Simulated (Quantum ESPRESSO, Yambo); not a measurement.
An input for Yambo 5.3.0 (KBr (Fm-3m)):

```
HF_and_locXC
gw0
dyson
ppa
em1d
rim_cut
RandQpts= 1000000
RandGvec= 1 RL
EXXRLvcs= 76 Ry
VXCRLvcs= 304 Ry
Chimod= "HARTREE"
% BndsRnXp
 1 | 188 |
%
NGsBlkXp= 13 Ry
% LongDrXp
 1 | 1 | 1 |
%
% GbndRnge
 1 | 188 |
%
DysSolver= "n"
ExtendOut
PPAPntXp= 27.21138 eV
% QPkrange
 1 | 1 | 12 | 15 |
%
```

```sh
OMP_NUM_THREADS=1 mpirun -n 4 yambo -F gw1.in -J gw1 -C gw1 > gw1.log
```

The stored states that it reads are on a 4×4×4 mesh. It takes space group Fm-3m (No. 225, cubic). The conventional cell has a = 6.600 Å, b = 6.600 Å, c = 6.600 Å, α = 90.00°, β = 90.00°, γ = 90.00°. K has 6 Br at 3.30 Å nearest. Nearest to Br lie 6 K at 3.30 Å. Farther neighbours and most contacts between anions are not listed.

Q: How long will it take on 4 MPI ranks of Arm Neoverse V2, shared host, and how much memory?

It took 3.3 min; on shared hardware allow 98 s to 6.5 min. Peak host memory was 2.0 GiB.

The screening grows as filled bands × empty bands × pairs of k points, times the square of the screening basis for the matrix.

[Paths, hosts, dates, memory and timing lines, banners, echoed tables and standing remarks are left out of the program output.]

[Logs are printed without paths, hosts, clocks, repeated set-up lines and the standing remarks that a program may print on its own settings, such as how far it seeks lower states.]

[Runs of the session that timed out or met a known fault of the program may be left out.]

[Hosts, paths, dates, database ids (printed as entryN), source tags and the programs' standing remarks are cut or masked in the printed files.]
